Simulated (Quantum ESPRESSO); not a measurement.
Crystal: BaH2.

```
Ba H
1.0
     4.46203    0.00000    0.00000
    -2.23101    3.86423    0.00000
     0.00000    0.00000    6.05529
Ba H
2 4
Direct
  0.33333 0.66667 0.25000
  0.66667 0.33333 0.75000
  0.00000 0.00000 0.00000
  0.00000 0.00000 0.50000
  0.66667 0.33333 0.25000
  0.33333 0.66667 0.75000
```

The cell comes from a database or a generator and needn't be the stable form of this composition.

Program: Quantum ESPRESSO 7.5. Alike in all runs: no spin polarisation; cell as given; smearing fermi-dirac 0.05 eV. Hardware: 2 MPI ranks on Intel(R) Xeon(R) Processor @ 2.70GHz, with other jobs on the host.

Order these runs on this cell by their wall time, lowest first.
A. task single point; level PBEsol; potentials or basis GBRV 1.5 PBEsol; k mesh 7 × 7 × 5; cutoff (eV) 612; SCF threshold 1.2e-09 Ry
B. task band structure; level r2SCAN; potentials or basis SG15 PBE 1.2; k mesh 5 × 5 × 4; cutoff (eV) 952; SCF threshold 1e-08 Ry; symmetry off
C. task band structure; level LDA; potentials or basis GBRV 1.5 LDA; k mesh 7 × 7 × 5; cutoff (eV) 612; form of the LDA correlation PZ81; SCF threshold 1.2e-09 Ry

A (29 s), C (78 s), B (640 s).
